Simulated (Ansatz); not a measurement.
**MgS: density of states with r2SCAN+rVV10**

The system is MgS.

```
S Mg
1.0
     0.00000    2.83312    2.83312
     2.83312    0.00000    2.83312
     2.83312    2.83312    0.00000
S Mg
1 1
Direct
  0.25000 0.25000 0.25000
  0.00000 0.00000 0.00000
```

The cell comes from a database or a generator and needn't be the stable form of this composition.

- Program: Ansatz 0.2.0
- Task: density of states
- Functional: r2SCAN
- Dispersion: rVV10
- Potentials or basis: Ansatz PAW
- Cutoff: 500 eV (not typed: the program's choice for these potentials)
- k mesh: 8 × 8 × 8
- Occupations: gaussian, width 0.1 eV
- Spin: no spin polarisation

```json
{
 "Pressure": "-0.6 GPa",
 "Band gap on the k mesh": "4.06 eV, direct"
}
```

Levels at points of the mesh, in eV from the valence-band top:
```tsv
k point	band 6	band 7	band 8	band 9	band 10	band 11
(0.00, 0.00, 0.00)	0.00	0.00	0.00	4.06	8.55	8.55
(0.00, 0.00, -0.50)	-3.16	-0.33	-0.33	5.75	8.16	8.16
(0.00, -0.50, -0.50)	-2.82	-1.05	-1.05	4.25	6.22	12.07
```

States per cell in windows of 1 eV (zero at the valence-band top; states under -8 eV left out):
```tsv
from (eV)	total
-8.0	0.00
-7.0	0.00
-6.0	0.00
-5.0	0.00
-4.0	0.04
-3.0	1.67
-2.0	1.58
-1.0	2.71
0.0	0.00
1.0	0.00
2.0	0.00
3.0	0.00
4.0	0.17
5.0	0.92
6.0	1.08
7.0	1.60
```

Wall time 8.8 s on 1 thread of AMD EPYC 7B13 (Zen 3), with other jobs on the host, peak memory 0.54 GiB.

Caveat: the PAW data sets come from PBE, with cores solved anew for the run's functional, which leaves a small shift of forces and pressure. A k mesh can miss the band edges.
